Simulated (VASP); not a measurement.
Here is a VASP 6.6.1 calculation.

INCAR

```
PREC = Accurate
ENCUT = 600
EDIFF = 1E-6
ISMEAR = 0
SIGMA = 0.03
LREAL = F
LASPH = T
NELM = 80
ALGO = Normal
ISIF = 3
LWAVE = F
LCHARG = F
GGA = PS
IBRION = 2
NSW = 90
EDIFFG = -0.01
```

KPOINTS

```
regular mesh
0
Gamma
  12 12 12
```

Contents of POSCAR:

```
Sn
1.0
   -1.8946518192      1.8946518192      1.8946518192
    1.8946518192     -1.8946518192      1.8946518192
    1.8946518192      1.8946518192     -1.8946518192
Sn
1
Direct
    0.0000000000      0.0000000000      0.0000000000
```

Potentials or basis: VASP PAW PBE potentials, release 64 (Sn_d).

Command:

```bash
$ cat potpaw_PBE.64/Sn_d/POTCAR > POTCAR
$ mpirun -np 1 vasp_std > vasp.out
```

Q: Estimate the relaxed volume.

A: 26.03 Å³/atom.

Q: What does it give for the space group after relaxing (to 0.05 Å)?

A: Im-3m (No. 229).

Step by step:
| step | energy change (eV) | largest force (eV/Å) | pressure (GPa) | volume (Å³) |
| --- | --- | --- | --- | --- |
| 1 | 0.0000 | 0.0000 | -2.38 | 27.20 |
| 2 | -0.0081 | 0.0000 | 0.92 | 25.64 |
| 3 | -0.0091 | 0.0000 | 0.02 | 26.03 |

Caveat: the PAW data sets were made with another functional, which shifts forces and pressure a little.
